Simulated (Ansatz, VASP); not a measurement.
**Two plane-wave programs on CuO (Tenorite)**

Contents of POSCAR:

```
CuO
1.0
    2.3129616560     -1.6902431073      0.0000000000
    2.3129616560      1.6902431073      0.0000000000
   -0.8489238166      0.0000000000      4.9910572484
Cu O
2 2
Direct
    0.4968000000      0.0032000000      0.5000000000
    0.0032000000      0.4968000000      0.0000000000
    0.4056000000      0.5714000000      0.7537000000
    0.5714000000      0.4056000000      0.2537000000
```

Contents of INCAR.step1:

```
PREC = Accurate ; ENCUT = 520
ISMEAR = -1 ; SIGMA = 0.05
LREAL = False ; LASPH = True
NELM = 80 ; NBANDS = 25
GGA = PE ; ALGO = Normal
EDIFF = 1E-4 ; LWAVE = True
LCHARG = False
```

Contents of INCAR.step2:

```
PREC = Accurate ; ENCUT = 520
EDIFF = 1E-6 ; ISMEAR = -1
SIGMA = 0.05 ; LREAL = False
LASPH = True ; NELM = 80
ALGO = Normal ; ISIF = 2
LWAVE = False ; LCHARG = False
METAGGA = R2SCAN ; LMIXTAU = True
NBANDS = 25 ; ISTART = 1
```

The input KPOINTS:

```
Automatic mesh
0
Gamma
  10 10 5
```

input.yaml

```yaml
crystal:
  lattice:
    - [2.312961656, -1.6902431073, 0.0]
    - [2.312961656, 1.6902431073, 0.0]
    - [-0.8489238166, 0.0, 4.9910572484]
  atoms:
    - { symbol: Cu, position: [0.4968, 0.0032, 0.5] }
    - { symbol: Cu, position: [0.0032, 0.4968, 0.0] }
    - { symbol: O, position: [0.4056, 0.5714, 0.7537] }
    - { symbol: O, position: [0.5714, 0.4056, 0.2537] }
hamiltonian:
  xc: r2scan
  pseudopotentials: { kind: paw }
kpoints:
  mp_grid: { grid: [10, 10, 5] }
scf:
  occupations: { method: fermi_dirac, width: 0.05 }
output:
  forces: true
  stress: true
  eigenvalues: true
  write_density: true
  write_potential: true
  elf: true
  volumetric_format: npy
```

Alike in both runs: task single point; functional r2SCAN; k mesh 10 × 10 × 5; occupations fermi-dirac, width 0.05 eV; no spin polarisation.

|  | VASP | Ansatz |
| --- | --- | --- |
| version | VASP 6.6.1 | Ansatz 0.2.0 |
| potentials or method | VASP PAW PBE potentials, release 64 (Cu, O) | Ansatz PAW |
| plane-wave cutoff (eV) | 520 | 500 |
| valence electrons in the cell | 34 | 50 |

|  | VASP | Ansatz | Ansatz less VASP |
| --- | --- | --- | --- |
| gap on the k mesh at the Fermi level (eV) | none | none | - |
| pressure (GPa) | 8.0 | 6.8 | -1.19 |
| largest component of the traceless stress (GPa) | 2.51 | 2.35 | -0.159 |
| rms of the force components (eV/Å) | 0.492 | 0.478 | -0.0149 |

Atom by atom the forces differ by 0.026 eV/Å (rms over components). A gap of «none» marks a metal or a gap that the smearing closes. With one functional, cell and mesh, what is left measures potentials, basis and numerics. The two sets of potentials don't hold the same shells in valence.

Caveats: the run has no spin polarisation, though such a crystal can be magnetic; semilocal functionals often make such compounds metallic where correlation or magnetic order opens a gap, which also shifts bond lengths; the PAW data sets were made with another functional, which shifts forces and pressure a little (VASP); the PAW data sets come from PBE, with cores solved anew for the run's functional, which leaves a small shift of forces and pressure (Ansatz).
